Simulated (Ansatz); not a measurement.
input.yaml (Ansatz)

```yaml
crystal:
  lattice:
    - [-1.6280154274, 1.6280154274, 1.6280154274]
    - [1.6280154274, -1.6280154274, 1.6280154274]
    - [1.6280154274, 1.6280154274, -1.6280154274]
  atoms:
    - { symbol: Ti, position: [0.0, 0.0, 0.0], spin: 1.0 }
hamiltonian:
  xc: pbe
  pseudopotentials:
    kind: paw
    azcp:
      Ti: "pseudopotentials/Ti.paw.azcp"
basis:
  ecutwfc: 420
  fft_grid_basis: typed
kpoints:
  mp_grid: { grid: [22, 22, 22], shift: [0, 0, 0] }
magnetization:
  spin_polarized: true
scf:
  occupations: { method: fermi_dirac, width: 0.05 }
```

and its output:

```
Engine: ansatz 0.2.0, x86_64-unknown-linux-gnu
Pseudopotentials: kind: paw
Pseudopotential: Ti, paw, valence charge 12, recommended cutoff 420 eV (normal) 
Functional definition: PBE
  parameter kappa = 0.804
  parameter beta = 0.06672455060314922
  exchange = pbe_x(kappa = kappa, mu = beta*pi^2/3)
  correlation = pbe_c(beta = beta)
Crystal: 1 atoms, lattice volume = 17.260 Å³
Basis set: ecut = 420 eV, 321 PW (Γ)
Bands: 11, of which v1, the nominal top of the filled ones, is band 6 counted from 1 (5 counted from 0)
Symmetry: 48 space group operations
Space group: Im-3m (ITA 229), of the structure as read, at distance tolerance 2.6e-5 Å
Magnetic group: BNS 229.140 (UNI 1642), of the structure as read, at distance tolerance 2.6e-5 Å
k-points: 328 of 10648
Non-local potential: Ti, projectors of the file, l = 0: 3, l = 1: 2, l = 2: 3, l = 3: 1
PAW form: soft (Blöchl's): semilocal exchange-correlation on the pseudo side does not see the compensation charge
PAW one-centre angular grid: Ti, 590 points (default); XC on 64 Gauss nodes
Initial density: superposition of atomic densities (chi_scale 0.1, normalization cell)
Starting moments: Σ|m| = 1 μB on 1 of 1 site
Initial wavefunctions: pseudopotential atomic-orbital guess
Functional: x = pbe(κ = 0.804, μ = 0.2195149727645171), c = pbe(β = 0.06672455060314922)
SCF iter   1: F=—  HF=-2499.965631 eV  |F-HF|=—  |Δ(HF+E_count)|=         —  Δρ=6.91e-2 (↑6.91e-2 ↓2.12e-2)  dr2=7.00e-1  dr2_m=2.71e-1  M=0.373 μB ∫|m|=0.373 μB  β_m=0.30  ethr=3.10e-3  ⟨swp⟩=4.5  Hψ=35245  notcnv=0
Mixer restart at iter 1: flushing history
SCF iter   2: F=—  HF=-2499.537696 eV  |F-HF|=—  |Δ(HF+E_count)|=   4.28e-1  Δρ=3.53e-2 (↑3.53e-2 ↓2.25e-2)  dr2=7.17e-2  dr2_m=1.25e-1  M=0.377 μB ∫|m|=0.377 μB  β_m=0.41  ethr=3.10e-3  ⟨swp⟩=2.4  Hψ=16490  notcnv=0  defer=102
SCF iter   3: F=—  HF=-2499.510404 eV  |F-HF|=—  |Δ(HF+E_count)|=   2.73e-2  Δρ=1.58e-2 (↑1.14e-2 ↓1.58e-2)  dr2=4.06e-3  dr2_m=2.84e-2  M=0.335 μB ∫|m|=0.335 μB  β_m=0.71  ethr=5.97e-4  ⟨swp⟩=2.3  Hψ=11826  notcnv=0  defer=103
SCF iter   4: F=—  HF=-2499.563222 eV  |F-HF|=—  |Δ(HF+E_count)|=   5.28e-2  Δρ=3.05e-3 (↑3.05e-3 ↓2.77e-3)  dr2=2.24e-4  dr2_m=1.23e-3  M=0.221 μB ∫|m|=0.221 μB  β_m=0.85  ethr=3.38e-5  ⟨swp⟩=2.0  Hψ=14370  notcnv=0  defer=103
SCF iter   5: F=—  HF=-2499.564068 eV  |F-HF|=—  |Δ(HF+E_count)|=   8.46e-4  Δρ=1.71e-3 (↑1.71e-3 ↓1.43e-3)  dr2=4.65e-5  dr2_m=3.82e-4  M=0.141 μB ∫|m|=0.141 μB  β_m=0.93  ethr=1.86e-6  ⟨swp⟩=2.5  Hψ=11535  notcnv=0  defer=103
SCF iter   6: F=—  HF=-2499.564735 eV  |F-HF|=—  |Δ(HF+E_count)|=   6.68e-4  Δρ=1.39e-3 (↑1.39e-3 ↓7.70e-4)  dr2=1.94e-4  dr2_m=1.60e-4  M=0.084 μB ∫|m|=0.084 μB  β_m=0.96  ethr=3.88e-7  ⟨swp⟩=2.0  Hψ=11355  notcnv=0  defer=103
SCF iter   7: F=—  HF=-2499.565134 eV  |F-HF|=—  |Δ(HF+E_count)|=   3.99e-4  Δρ=1.63e-4 (↑1.17e-4 ↓1.63e-4)  dr2=5.12e-7  dr2_m=2.98e-6  M=0.005 μB ∫|m|=0.005 μB  β_m=0.98  ethr=3.88e-7  ⟨swp⟩=2.0  Hψ=11643  notcnv=0  defer=103
SCF iter   8: F=—  HF=-2499.565134 eV  |F-HF|=—  |Δ(HF+E_count)|=   2.78e-8  Δρ=4.92e-5 (↑3.09e-5 ↓4.92e-5)  dr2=3.13e-7  dr2_m=2.04e-7  M=-0.003 μB ∫|m|=0.003 μB  β_m=0.99  ethr=4.26e-9  ⟨swp⟩=2.0  Hψ=11468  notcnv=0  defer=103
SCF iter   9: F=—  HF=-2499.565135 eV  |F-HF|=—  |Δ(HF+E_count)|=   6.29e-7  Δρ=6.56e-6 (↑2.30e-6 ↓6.56e-6)  dr2=4.09e-9  dr2_m=2.97e-9  M=-0.000 μB ∫|m|=0.000 μB  β_m=1.00  ethr=2.61e-9  ⟨swp⟩=2.1  Hψ=10601  notcnv=0  defer=103
SCF iter  10: F=—  HF=-2499.565135 eV  |F-HF|=—  |Δ(HF+E_count)|=  7.37e-10  Δρ=1.18e-6 (↑5.51e-7 ↓1.18e-6)  dr2=4.55e-10  dr2_m=4.12e-11  M=-0.000 μB ∫|m|=0.000 μB  β_m=1.00  ethr=3.41e-11  ⟨swp⟩=2.2  Hψ=9242  notcnv=0  defer=103
SCF iter  11: F=-2499.565135 eV  HF=-2499.565135 eV  |F-HF|=1.64e-11  |Δ(HF+E_count)|=  6.82e-12  Δρ=2.62e-7 (↑9.26e-8 ↓2.62e-7)  dr2=2.29e-11  dr2_m=1.43e-12  M=0.000 μB ∫|m|=0.000 μB  ethr=3.79e-12  ⟨swp⟩=1.0  Hψ=18162  notcnv=0
SCF 1 converged in 11 iterations: F = -2499.565135 eV  dr2 = 2.29e-11
WARN: the starting moments were not kept: the SCF closed with an absolute magnetisation of 7.4e-6 μB, where they sum to 1 μB in size (1 site). That is at most 0.1 of that sum. Measured as dr2_m measures the in/out step, that magnetisation stands 1.9e-11 eV from none, at or under the dr2_threshold of 1.0e-7 eV: it is no larger than a step whose dr2_m would equal this threshold. The system may hold no moment; this SCF shows only that its start led to no more than that. To try another start: raise the starting moments (crystal.atoms[].spin, magnetization.per_species, magnetization.initial_magnetization, or on a non-collinear deck that types none of these the spinor_matrix: blocks that start its atoms; where the total moment is fixed, keep their sum and leave initial_magnetization as it is; typed ones take the place of any that the run laid by itself, positive ones on a crystal's lanthanoids without a Hubbard term where scf.initial_density.shell_occupations: [] is typed) or, if the notice of its spin-set hold's release reads "site moments contracting" or "site moments show no strong build", lengthen the hold (scf.mixing.spin_hold: { on: { confirm: 4 } }; for m-r²SCAN on two components see the key's manual first). Each may lead to a state that holds a moment. A second SCF, from the converged charge density, with the starting moments and any scf.initial_density.shell_occupations laid on it anew, would have followed, and was not run: the deck does not ask for one (magnetization.retry_lost_moments is false, the default). To let it run, set magnetization.retry_lost_moments: true and run the deck again, where that key's refused combinations let it; where memory then withholds it, that run's warning says so.
SCF converged after 11 iterations
Magnetization: 0.0000 μB (6.0000 up, 6.0000 down)
Absolute magnetization: 0.0000 μB (∫|ρ↑−ρ↓|, with the PAW one-centre terms)
Spin contamination: 0.0000 ħ² per cell (⟨S²⟩ above its minimum at these occupations)
Per-site moments (μB) at R_I (Å): [(5.758427469828038e-6, 1.163169742252139)]
Free energy (F): -2499.565135 eV
Harris-Foulkes:  -2499.565135 eV  (|F-HF|=1.64e-11)
Internal energy: -2499.546366 eV  (E = F + TS)
E sigma→0 (E₀):  -2499.555751 eV
Entropy (-TS):   -0.018769 eV (-18.769 meV/atom)
Fermi energy:    13.224004 eV
--- Per-component energies (eV) ---
  E_band       = -155.416263
  E_kinetic    = 272.814207
  E_local      = -809.971864  (includes V_loc(G=0)·N_el)
  E_nonlocal   = 8.421377
  E_hartree    = 333.249344
  E_xc         = -97.466313
  E_vxc        = -121.940630  (∫ρ·V_xc dr)
  E_paw        = -1047.800671  (= ΣΔE_a)
  E_vpaw       = -171.237990  (= ΣTr[D̂ρ^β])
  E_aug_tail   = 0.000120  (compensation charges beyond the density's cutoff)
  E_ewald      = -1158.792565
  E_smearing   = -0.018769  (= −TS)
  E_closure    = 0.000000  (closes the sum)
  Σ components = -2499.565135   (vs F -2499.565135, Δ=0.00e0)
```
